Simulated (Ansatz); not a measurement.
**Al$_{2}$Cu: comparing deformations**

The calculation used DFT r2SCAN, scalar-relativistic, plane waves, PAW in Ansatz. Settings: plane waves to 500 eV, k-mesh 12×12×16 (Γ-centred), Gaussian smearing 0.15 eV. No spin polarisation. Energies are free energies at this smearing, counted from the undisturbed cell; pressure is positive in compression.

Reference structure (relaxed at this level; it needn't be the usual structure):

```
CELL_PARAMETERS angstrom
4.08803 0.00000 0.00000
0.00000 4.08803 0.00000
0.00000 0.00000 2.85133
ATOMIC_POSITIONS crystal
Al 0.50000 0.00000 0.50000
Al 0.00000 0.50000 0.50000
Cu 0.00000 0.00000 0.00000
```

The cell is strained by ε times a Voigt pattern (xx, yy, zz, yz, xz, xy; engineering shear) with fractional coordinates fixed. τ = (1/V0) dE/dε comes from the stress tensor. Of each scan, only the three points used here are listed.

| pattern | ε | τ (GPa) |
| --- | --- | --- |
| (0, 0, 0, 0, 1, 0) | -0.0100 | -0.68 |
| (0, 0, 0, 0, 1, 0) | 0.0000 | 0.00 |
| (0, 0, 0, 0, 1, 0) | 0.0050 | 0.34 |
| (0, 0, 0, 0, 0, 1) | -0.0300 | -1.66 |
| (0, 0, 0, 0, 0, 1) | 0.0000 | 0.00 |
| (0, 0, 0, 0, 0, 1) | 0.0150 | 0.85 |
| (1, 1, 0, 0, 0, 0) | -0.0150 | -8.39 |
| (1, 1, 0, 0, 0, 0) | 0.0000 | -0.66 |
| (1, 1, 0, 0, 0, 0) | 0.0150 | 6.18 |
| (0, 0, 1, 0, 0, 0) | -0.0150 | -2.57 |
| (0, 0, 1, 0, 0, 0) | 0.0000 | 0.57 |
| (0, 0, 1, 0, 0, 0) | 0.0150 | 3.05 |

Q: Which constants do the scans give, and which deformation costs least for the same size of strain tensor?

A: The slope dτ/dε at zero (parabola through three points) is pᵀCp: (0, 0, 0, 0, 1, 0) gives C55 = 68 GPa; (0, 0, 0, 0, 0, 1) gives C66 = 56 GPa; (1, 1, 0, 0, 0, 0) gives C11 + C22 + 2 C12 = 486 GPa; (0, 0, 1, 0, 0, 0) gives C33 = 187 GPa. The size of the strain tensor, ε:ε, is ε² times 0.5, 0.5, 2.0, 1.0. Per unit of it the stiffnesses are 136, 113, 243, 187 GPa, so (0, 0, 0, 0, 0, 1) is the softest of these: at ε:ε = (1 %)² the quadratic term costs 0.56 meV/atom against 1.20 for the stiffest.

In a metal these slopes depend on the k mesh and the smearing.